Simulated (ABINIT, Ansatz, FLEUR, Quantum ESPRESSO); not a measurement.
MnO: net moment per atom by level of theory

```cif
data_structure
_symmetry_space_group_name_H-M 'P 1'
_symmetry_Int_Tables_number 1
_cell_length_a 2.6724
_cell_length_b 2.6724
_cell_length_c 2.6724
_cell_angle_alpha 90.000
_cell_angle_beta 90.000
_cell_angle_gamma 90.000
_cell_volume 19.09
loop_
_atom_site_label
_atom_site_type_symbol
_atom_site_fract_x
_atom_site_fract_y
_atom_site_fract_z
_atom_site_occupancy
Mn1 Mn 0.00000 0.00000 0.00000 1
O1 O 0.50000 0.50000 0.50000 1
```

Measurements of this composition are mostly on another form, of space group No. 225.

| rung | level | program and potentials | cutoff (eV) | k mesh | smearing | task | core time | chip | net moment per atom (μB) | notes |
| --- | --- | --- | --- | --- | --- | --- | --- | --- | --- | --- |
| LDA + U (8 eV) | LDA+U (Mn d U = 8 eV) | FLEUR, all-electron, FLAPW | - | 7 × 7 × 7 | gaussian 0.05 | single point | 14 s | Arm Neoverse V2 | 2.50 | - |
| GGA | PBE | Ansatz, all-electron LAPW, scalar-relativistic | - | 10 × 10 × 10 | fermi-dirac 0.05 | single point | 51 s | Intel Xeon Skylake/Cascade Lake | 2.09 | - |
| GGA | PBE | ABINIT, JTH PAW PBE v2.0 | 707 | 10 × 10 × 10 | fermi-dirac 0.05 | single point | 65 s | Arm Neoverse V1 | 2.09 | - |
| GGA | WC | Quantum ESPRESSO, PseudoDojo 0.4.1 SR PBE standard | 1306 | 6 × 6 × 6, shifted | fermi-dirac 0.05 | phonons | 2.2 min | Arm Neoverse V2 | 2.10 | coarse mesh; potentials made for PBE |
| LDA | LDA | Quantum ESPRESSO, PseudoDojo 0.4.1 SR LDA standard | 1306 | 6 × 6 × 6, shifted | fermi-dirac 0.05 | phonons | 2.3 min | Arm Neoverse V2 | 1.76 | coarse mesh |

Times are single runs on shared hosts and different chips, so they are rough; meshes, cutoffs and the tasks' sizes weigh on the time. All rows: collinear spin, ferromagnetic start. Smearing widths are in eV. For a metal such meshes aren't converged. Meshes differ between rows, which moves values too. Meshes are those of the run's cell of 2 atoms unless a note names another. A magnetic state is the one that its parallel start led to; the crystal's real order can differ. Runs on faulty files, with rough fits or with known faults for this quantity aren't shown. No row holds spin-orbit coupling.

By rung: LDA + U (8 eV) 2.50; GGA 2.09; LDA on coarse meshes 1.76; GGA on coarse meshes 2.10 (μB).
